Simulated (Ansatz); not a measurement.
# InP (F-43m) in Ansatz: a series of runs

The runs below take InP through single point, equation of state, with r2SCAN.

Everything below comes from runs of Ansatz 0.2.0. Logs are shortened: lines on timing, memory, paths and dates and some standing lists are left out, and cuts for length are marked.

**The experiment to reproduce.**

A printed reference work, data compilation reports, for a bulk crystal of InP: bulk modulus 71 GPa.

The runs below are set against these values where they give the same quantity.

### Step 1. Starting point

The structure is cubic, space group F-43m (No. 216). Conventional cell: a = 5.861 Å, b = 5.861 Å, c = 5.861 Å, α = 90.00°, β = 90.00°, γ = 90.00°. Around In (site symmetry -43m) lie 4 P at 2.54 Å. P (site symmetry -43m) has 4 In at 2.54 Å as nearest neighbours.

### Step 2. Single point, r2SCAN, 23.66 Å³/atom (volume scaled by 0.94)

File input.yaml:

```yaml
crystal:
  lattice:
    - [0.0, 2.8706770916, 2.8706770916]
    - [2.8706770916, 0.0, 2.8706770916]
    - [2.8706770916, 2.8706770916, 0.0]
  atoms:
    - { symbol: In, position: [0.0, 0.0, 0.0] }
    - { symbol: P, position: [0.75, 0.75, 0.75] }
hamiltonian:
  xc: r2scan
  pseudopotentials: { kind: paw }
kpoints:
  mp_grid: { grid: [8, 8, 8] }
scf:
  occupations: { method: fermi_dirac, width: 0.05 }
output:
  forces: true
  stress: true
  eigenvalues: true
```

Potentials or basis: Ansatz PAW.

Command:

```bash
$ ansatz run input.yaml --threads 2 --pin off --max-ram 5632MiB --backend cpu --events-out ev --progress --plain --runs-dir out
```

Output:

```text
Warning: RAYON_NUM_THREADS=2 ignored (pool sized by the plan → 2); use --threads N
Engine: ansatz 0.2.0, x86_64-unknown-linux-gnu
Pseudopotentials: kind: paw
Pseudopotential: In, paw, valence charge 13, recommended cutoff 500 eV (meta_gga), In.paw.azcp
Pseudopotential: P, paw, valence charge 5, recommended cutoff 500 eV (meta_gga), P.paw.azcp
Functional definition: r2SCAN
  parameter k0 = 0.174
  parameter k1 = 0.065
  parameter a1 = 4.9479
  exchange = r2scan_x(k0 = k0, k1 = k1, a1 = a1)
  correlation = r2scan_c
Crystal: 2 atoms, lattice volume = 47.313 Å³
Basis set: ecut = 500 eV, 1243 PW (Γ), exchange–correlation on 120×120×120 points (64 copies of the dense FFT grid, shifted against one another)
Bands: 13, of which v1, the nominal top of the filled ones, is band 9 counted from 1 (8 counted from 0)
Symmetry: 24 space group operations
Space group: F-43m (ITA 216), of the structure as read, at distance tolerance 3.6e-5 Å
k-points: 29 of 512 (time reversal used)
Non-local potential: In, projectors of the file, l = 0: 2, l = 1: 2, l = 2: 2, l = 3: 2
Non-local potential: P, projectors of the file, l = 0: 2, l = 1: 2, l = 2: 2
PAW form: soft (Blöchl's): semilocal exchange-correlation on the pseudo side does not see the compensation charge
PAW frozen core: In, regenerated for the run's functional (the file was generated under x = pbe(κ = 0.804, μ = 0.2195149727645171), c = pbe(β = 0.06672455060314922))
PAW frozen core: P, regenerated for the run's functional (the file was generated under x = pbe(κ = 0.804, μ = 0.2195149727645171), c = pbe(β = 0.06672455060314922))
PAW one-centre angular grid: In, 590 points (default); XC on 289 of its mesh's 2783 points in the sphere
PAW one-centre angular grid: P, 302 points (default); XC on 160 Gauss nodes
Initial density: superposition of atomic densities (neutral atoms: chi_scale 0, normalization atom), corrected by the library's trained network
Initial wavefunctions: pseudopotential atomic-orbital guess
Functional: x = r2scan, c = r2scan; τ floored in thin density (d = 2e-4 eV/Å³)
SCF iter   1: F=—  HF=-6371.640939 eV  |F-HF|=—  |Δ(HF+E_count)|=         —  Δρ=6.97e-3  dr2=1.73e-2  dr2_τ=1.42e-2  ethr=1.77e-3  ⟨swp⟩=6.0  Hψ=2588  notcnv=0
preconditioner: auto → none  [insulator: Δε(μ)=1.460 eV  Ē_g=15.839 eV  σ=0.050 eV  W_gap=1.00  n_scr=14 (ndim 8)  ℏωp=22.9 eV  f_vac=0.012  D(μ)=0.00/eV (n_scr^D=0)  ε∞_Penn≈3.1]
SCF iter   2: F=—  HF=-6371.652100 eV  |F-HF|=—  |Δ(HF+E_count)|=   1.12e-2  Δρ=1.87e-3  dr2=1.79e-3  dr2_τ=1.05e-4  ethr=9.61e-5  ⟨swp⟩=2.8  Hψ=1033  notcnv=0
SCF iter   3: F=—  HF=-6371.652107 eV  |F-HF|=—  |Δ(HF+E_count)|=   6.54e-6  Δρ=1.12e-3  dr2=3.36e-4  dr2_τ=9.74e-6  ethr=9.92e-6  ⟨swp⟩=3.0  Hψ=660  notcnv=0
SCF iter   4: F=—  HF=-6371.652207 eV  |F-HF|=—  |Δ(HF+E_count)|=   1.00e-4  Δρ=3.07e-4  dr2=2.55e-5  dr2_τ=5.00e-7  ethr=1.86e-6  ⟨swp⟩=1.7  Hψ=424  notcnv=0
SCF iter   5: F=—  HF=-6371.652208 eV  |F-HF|=—  |Δ(HF+E_count)|=   7.20e-7  Δρ=3.49e-5  dr2=3.82e-7  dr2_τ=1.69e-8  ethr=1.42e-7  ⟨swp⟩=2.7  Hψ=656  notcnv=0
SCF iter   6: F=-6371.652208 eV  HF=-6371.652208 eV  |F-HF|=8.49e-9  |Δ(HF+E_count)|=   1.10e-7  Δρ=7.75e-6  dr2=1.74e-8  dr2_τ=9.40e-10  ethr=5.56e-10  ⟨swp⟩=7.3  Hψ=2038  notcnv=0
SCF 1 converged in 6 iterations: F = -6371.652208 eV  dr2 = 1.74e-8
SCF converged after 6 iterations
Free energy (F): -6371.652208 eV
Harris-Foulkes:  -6371.652208 eV  (|F-HF|=8.49e-9)
Internal energy: -6371.652208 eV  (E = F + TS)
E sigma→0 (E₀):  -6371.652208 eV
Fermi energy:    8.428524 eV
--- Per-component energies (eV) ---
  E_band       = -49.865233
  E_kinetic    = 315.628167
  E_local      = -1362.241500  (includes V_loc(G=0)·N_el)
  E_nonlocal   = 401.871797
  E_hartree    = 539.907595
  E_xc         = -260.134067
  E_vxc        = -172.810746  (∫ρ·V_xc dr)
  E_paw        = -4761.411916  (= ΣΔE_a)
  E_vpaw       = -322.395496  (= ΣTr[D̂ρ^β])
  E_aug_tail   = 0.000008  (compensation charges beyond the density's cutoff)
  E_vtau       = 10.269998  (kinetic-family band-sum trace: ∫τ·v_τ [+ j·A + Jᵃ·Aᵃ] dr)
  E_ewald      = -1246.146996
  E_core_change = 0.874704  (= ΣΔE_core)
  E_smearing   = -0.000000  (= −TS)
  E_closure    = 0.000000  (closes the sum)
  Σ components = -6371.652208   (vs F -6371.652208, Δ=0.00e0)
--- Forces (eV/Å), atoms counted from 1 ---
  atom   1  In    -0.00000000     0.00000000     0.00000000
  atom   2  P      0.00000000    -0.00000000     0.00000000
  max |Σ_I F_I| component: 5.55e-17 eV/Å
--- Stress (GPa, compression-positive) ---
        7.062881       0.000000      -0.000000
       -0.000000       7.062881       0.000000
       -0.000000       0.000000       7.062881
  P = ⅓ Tr σ = 7.0629 GPa (70.629 kbar)
--- Band table (eV; the first three rows and the last of 29) ---
  k-point 0: bands = ["-7.2095", "-7.2095", "-7.2095", "-7.0046", "-7.0046", "-4.8198", "7.6381", "7.6381", "7.6381", "9.1596", "12.0539", "12.0539", "12.0539"]
  k-point 1: bands = ["-7.2378", "-7.1997", "-7.1997", "-7.0045", "-7.0045", "-4.6113", "6.1282", "7.4250", "7.4250", "9.9574", "12.2916", "12.3651", "12.3651"]
  k-point 2: bands = ["-7.2999", "-7.1786", "-7.1786", "-7.0012", "-7.0012", "-4.0315", "4.0107", "7.0022", "7.0022", "10.0021", "12.8181", "12.8181", "13.5820"]
  k-point 28: bands = ["-7.4187", "-7.1269", "-7.0827", "-7.0320", "-6.9851", "-1.9352", "1.6464", "4.3011", "4.3378", "12.2164", "12.6789", "13.8200", "14.2164"]
```

It took 1 s on 2 threads of AMD EPYC 9R45 (Zen 5), shared host; peak memory 0.48 GiB.

What came out:

```yaml
Free_energy: -6371.6522 eV
Pressure: 7.1 GPa
Band_gap_on_the_k_mesh: 1.52 eV, direct
```

Caveat: spin-orbit coupling is left out, which moves the levels of the heavy elements; the PAW data sets come from PBE, with cores solved anew for the run's functional, which leaves a small shift of forces and pressure.

### Step 3. Single point, r2SCAN, 24.16 Å³/atom (volume scaled by 0.96)

input.yaml: that of step 2 with these lines changed.

```diff
@@ -2,5 +2,5 @@
   lattice:
-    - [0.0, 2.8706770916, 2.8706770916]
-    - [2.8706770916, 0.0, 2.8706770916]
-    - [2.8706770916, 2.8706770916, 0.0]
+    - [0.0, 2.8908937935, 2.8908937935]
+    - [2.8908937935, 0.0, 2.8908937935]
+    - [2.8908937935, 2.8908937935, 0.0]
   atoms:
```

Potentials or basis: Ansatz PAW.

Command:

```bash
$ ansatz run input.yaml --threads 2 --pin off --max-ram 5632MiB --backend cpu --events-out ev --progress --plain --runs-dir out
```

It took 0.99 s on 2 threads of AMD EPYC 9R45 (Zen 5), shared host; peak memory 0.48 GiB.

It converged, with:

```
Free energy            : -6371.6902 eV
Pressure               : 5.1 GPa
Band gap on the k mesh : 1.40 eV, direct
```

Caveat: spin-orbit coupling is left out, which moves the levels of the heavy elements; the PAW data sets come from PBE, with cores solved anew for the run's functional, which leaves a small shift of forces and pressure.

### Step 4. Single point, r2SCAN, 24.66 Å³/atom (volume scaled by 0.98)

input.yaml: that of step 3 with these lines changed.

```diff
@@ -2,5 +2,5 @@
   lattice:
-    - [0.0, 2.8908937935, 2.8908937935]
-    - [2.8908937935, 0.0, 2.8908937935]
-    - [2.8908937935, 2.8908937935, 0.0]
+    - [0.0, 2.9108316221, 2.9108316221]
+    - [2.9108316221, 0.0, 2.9108316221]
+    - [2.9108316221, 2.9108316221, 0.0]
   atoms:
```

Command:

```bash
$ ansatz run input.yaml --threads 2 --pin off --max-ram 5632MiB --backend cpu --events-out ev --progress --plain --runs-dir out
```

Wall time 1 s (2 threads of AMD EPYC 9R45 (Zen 5), shared host); peak memory 0.52 GiB.

It converged, with:

```
Free energy            : -6371.7164 eV
Pressure               : 3.3 GPa
Band gap on the k mesh : 1.28 eV, direct
```

Caveat: spin-orbit coupling is left out, which moves the levels of the heavy elements; the PAW data sets come from PBE, with cores solved anew for the run's functional, which leaves a small shift of forces and pressure.

### Step 5. Single point, r2SCAN, 25.17 Å³/atom

input.yaml: that of step 4 with these lines changed.

```diff
@@ -2,5 +2,5 @@
   lattice:
-    - [0.0, 2.9108316221, 2.9108316221]
-    - [2.9108316221, 0.0, 2.9108316221]
-    - [2.9108316221, 2.9108316221, 0.0]
+    - [0.0, 2.9305, 2.9305]
+    - [2.9305, 0.0, 2.9305]
+    - [2.9305, 2.9305, 0.0]
   atoms:
```

Command:

```bash
$ ansatz run input.yaml --threads 2 --pin off --max-ram 5632MiB --backend cpu --events-out ev --progress --plain --runs-dir out
```

Wall time 0.99 s (2 threads of AMD EPYC 9R45 (Zen 5), shared host); peak memory 0.52 GiB.

It converged, with:

- Free energy: -6371.7319 eV
- Pressure: 1.7 GPa
- Band gap on the k mesh: 1.16 eV, direct

Caveat: spin-orbit coupling is left out, which moves the levels of the heavy elements; the PAW data sets come from PBE, with cores solved anew for the run's functional, which leaves a small shift of forces and pressure.

### Step 6. Single point, r2SCAN, 25.67 Å³/atom (volume scaled by 1.02)

input.yaml: that of step 5 with these lines changed.

```diff
@@ -2,5 +2,5 @@
   lattice:
-    - [0.0, 2.9305, 2.9305]
-    - [2.9305, 0.0, 2.9305]
-    - [2.9305, 2.9305, 0.0]
+    - [0.0, 2.9499078504, 2.9499078504]
+    - [2.9499078504, 0.0, 2.9499078504]
+    - [2.9499078504, 2.9499078504, 0.0]
   atoms:
```

Potentials or basis: Ansatz PAW.

Command:

```bash
$ ansatz run input.yaml --threads 2 --pin off --max-ram 5632MiB --backend cpu --events-out ev --progress --plain --runs-dir out
```

Run time: 1.1 s. Hardware: 2 threads of AMD EPYC 9R45 (Zen 5), shared host; peak memory 0.52 GiB.

Results (log left out):

* Free energy: -6371.7379 eV
* Pressure: 0.2 GPa
* Band gap on the k mesh: 1.05 eV, direct

Caveat: spin-orbit coupling is left out, which moves the levels of the heavy elements; the PAW data sets come from PBE, with cores solved anew for the run's functional, which leaves a small shift of forces and pressure.

### Step 7. Single point, r2SCAN, 26.17 Å³/atom (volume scaled by 1.04)

input.yaml: that of step 6 with these lines changed.

```diff
@@ -2,5 +2,5 @@
   lattice:
-    - [0.0, 2.9499078504, 2.9499078504]
-    - [2.9499078504, 0.0, 2.9499078504]
-    - [2.9499078504, 2.9499078504, 0.0]
+    - [0.0, 2.9690636329, 2.9690636329]
+    - [2.9690636329, 0.0, 2.9690636329]
+    - [2.9690636329, 2.9690636329, 0.0]
   atoms:
@@ -19 +19,5 @@
   eigenvalues: true
+  write_density: true
+  write_potential: true
+  elf: true
+  volumetric_format: npy
```

Command:

```bash
$ ansatz run input.yaml --threads 2 --pin off --max-ram 5632MiB --backend cpu --events-out ev --progress --plain --runs-dir out
```

It took 1.4 s on 2 threads of AMD EPYC 9R45 (Zen 5), shared host; peak memory 0.53 GiB.

The run converged. Its results:

| Property | Result |
| --- | --- |
| Free energy | -6371.7353 eV |
| Pressure | -1.0 GPa |
| Band gap on the k mesh | 0.94 eV, direct |

Caveat: spin-orbit coupling is left out, which moves the levels of the heavy elements; the PAW data sets come from PBE, with cores solved anew for the run's functional, which leaves a small shift of forces and pressure.

### Step 8. Single point, r2SCAN, 26.68 Å³/atom (volume scaled by 1.06)

input.yaml: that of step 7 with these lines changed.

```diff
@@ -2,5 +2,5 @@
   lattice:
-    - [0.0, 2.9690636329, 2.9690636329]
-    - [2.9690636329, 0.0, 2.9690636329]
-    - [2.9690636329, 2.9690636329, 0.0]
+    - [0.0, 2.9879753761, 2.9879753761]
+    - [2.9879753761, 0.0, 2.9879753761]
+    - [2.9879753761, 2.9879753761, 0.0]
   atoms:
```

Command:

```bash
$ ansatz run input.yaml --threads 2 --pin off --max-ram 5632MiB --backend cpu --events-out ev --progress --plain --runs-dir out
```

It took 1.4 s on 2 threads of AMD EPYC 9R45 (Zen 5), shared host; peak memory 0.51 GiB.

The run converged. Its results:

| Item | Value |
| --- | --- |
| Free energy | -6371.7250 eV |
| Pressure | -2.2 GPa |
| Band gap on the k mesh | 0.82 eV, direct |

Caveat: spin-orbit coupling is left out, which moves the levels of the heavy elements; the PAW data sets come from PBE, with cores solved anew for the run's functional, which leaves a small shift of forces and pressure.

### Step 9. Equation of state, r2SCAN

Potentials or basis: Ansatz PAW.

No new run: the results of the series are fitted here.

What came out:

- Equilibrium volume: 25.76 Å³/atom
- Bulk modulus: 68 GPa
- Pressure derivative of the bulk modulus: 4.5

Energy against volume, from the lowest point:
```tsv
volume (Å³/atom)	energy (meV/atom)
23.657	42.84
24.160	23.84
24.663	10.76
25.167	2.99
25.670	0.00
26.173	1.29
26.677	6.43
```

Caveat: the PAW data sets were made with another functional, which shifts forces and pressure a little.

### Step 10. How close it comes

Step 9. Against the measured bulk modulus of InP, 71 GPa (a printed reference work, data compilation), the calculated 68 GPa is off by -3.7 %. The fit is for a static lattice scaled at fixed shape and fixed fractional positions.
